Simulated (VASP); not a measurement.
Write the native input for VASP 6.6.1 that does the following.

```
Task                   : single point
Functional             : PBE
Potentials or basis    : VASP PAW PBE potentials, release 64 (Mg, Ge_d)
Cutoff                 : 520 eV
k mesh                 : 5 × 5 × 5
Occupations            : methfessel-paxton, width 0.0105 eV
Spin                   : no spin polarisation
Dipole correction      : no
Further INCAR settings : ALGO = Fast; EDIFF = 1e-06; NBANDS = 16; ISYM = 0
```

The structure of Mg2Ge lies in POSCAR:

```
Mg2Ge
1.0
    0.0000914396      3.2079912474      3.2081693581
    3.2082633301      0.0000203611      3.2082404366
    3.2082210378      3.2080200335      0.0000626535
Mg Ge
2 1
Direct
    0.2507096514      0.2498629241      0.2499859794
    0.7507693114      0.7498342986      0.7500137637
    0.0007691255     -0.0001724499      0.0000010510
```

The cell was built by a generator and needn't be a form met in nature.

These files were run (other wordings do the same):

INCAR

```
SYSTEM = Mg2Ge
ALGO = Fast
EDIFF = 1E-6
ENCUT = 520
GGA = PE
ISIF = 2
ISMEAR = 1
ISYM = 0
LASPH = .True.
LCHARG = .True.
LELF = .True.
LREAL = .False.
LVHAR = .True.
LWAVE = .False.
NBANDS = 16
NELM = 100
PREC = Accurate
SIGMA = 0.0105
```

KPOINTS

```
k-points
0
Gamma
  5 5 5
  0 0 0
```

Potentials or basis: VASP PAW PBE potentials, release 64 (Mg, Ge_d).

The run is started by

```bash
$ cat potpaw_PBE.64/Mg/POTCAR potpaw_PBE.64/Ge_d/POTCAR > POTCAR
$ mpirun -np 1 vasp_std > vasp.out
```

It gave:

```yaml
Pressure: -0.2 GPa
Band_gap_on_the_k_mesh: 0.41 eV, indirect (least direct gap 0.95 eV)
```

Caveat: an odd mesh through Γ misses points on the zone boundary, where band edges often lie.

Wall time 59 s on 1 thread of Intel(R) Xeon(R) 6975P-C (Granite Rapids), on a shared host, peak memory 0.24 GiB.
